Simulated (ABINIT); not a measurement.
Re:

```
CELL_PARAMETERS angstrom
2.76639 0.00000 0.00000
-1.38319 2.39576 0.00000
0.00000 0.00000 8.93885
ATOMIC_POSITIONS crystal
Re 0.66667 0.33333 0.75000
Re 0.00000 0.00000 0.50000
Re 0.33333 0.66667 0.25000
Re 0.00000 0.00000 0.00000
```

Base run:

```yaml
Program: ABINIT 10.8.3 (patched build)
Functional: BLYP
Potentials_or_basis: JTH PAW PBE v2.0
Cutoff: 599 eV
k_mesh: 11 × 11 × 3
Occupations: fermi-dirac, width 0.05 eV
Spin: no spin polarisation
```

Its results: band gap on the k mesh none (metal or under the smearing width); pressure 16.5 GPa.

Problem. After a change of settings the same cell gave: band gap on the k mesh none (metal or under the smearing width); pressure 17.0 GPa. Which change was it?
A. functional from BLYP to PW91
B. functional from BLYP to RPBE
C. functional from BLYP to AM05
D. functional from BLYP to rPW86PBE

Solution. D.

Caveats: so large a pressure means that the cell lies far from this level's equilibrium, or that cutoff or potentials fall short; the potentials were made for another functional, which shifts forces and pressure; spin-orbit coupling is left out, which moves the levels of the heavy elements.

Runs at the PBE level aren't shown here.
